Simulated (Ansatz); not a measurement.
# CoSn2: pressure against volume

CoSn2, I4/mcm, a = 6.280 Å, c = 5.398 Å. The structure is a COD entry; whether it is the stable form wasn't checked. Ansatz: PBEsol, PAW, 420 eV, Γ-centred 8×8×8 mesh on 6 atoms, Gaussian smearing 0.10 eV; no spin polarisation. Shape and atoms are relaxed at each volume; pressure is positive in compression.

```
V (Å³/atom) P (GPa)
     16.672     8.58
     17.205     3.91
     17.737     0.00
     18.269    -3.26
     18.801        ?
```

Q: Take V0 = 17.737 Å³/atom, fit the third-order Birch–Murnaghan form to the other rows, and predict the missing pressure.

A: With the Eulerian strain f = ½[(V0/V)^(2/3) − 1] and y = P/[3f(1 + 2f)^(5/2)], the form is the line y = B0 + 1.5 B0 (B0′ − 4) f. Rows (f, y): 0.02107, 122.4; 0.01025, 120.9; -0.00975, 117.1. Means f = 0.007190, y = 120.13; Σ(Δf)² = 0.0004890, ΣΔfΔy = 0.08519; the slope is their ratio. y = 118.9 + 174.2 f GPa, so B0 = 118.9 GPa and B0′ = 4 + 2 × (174.2)/(3 × 118.9) = 4.98. At V = 18.801, f = -0.01905, y = 115.58 and P = -5.99 GPa. The run gave -5.95 GPa, so the fit is 0.04 GPa too low, a small miss on the scale of the series. The form still works here, 33 % of the fitted range beyond its end.

Spin polarisation was left out, and a magnetic state may lie lower.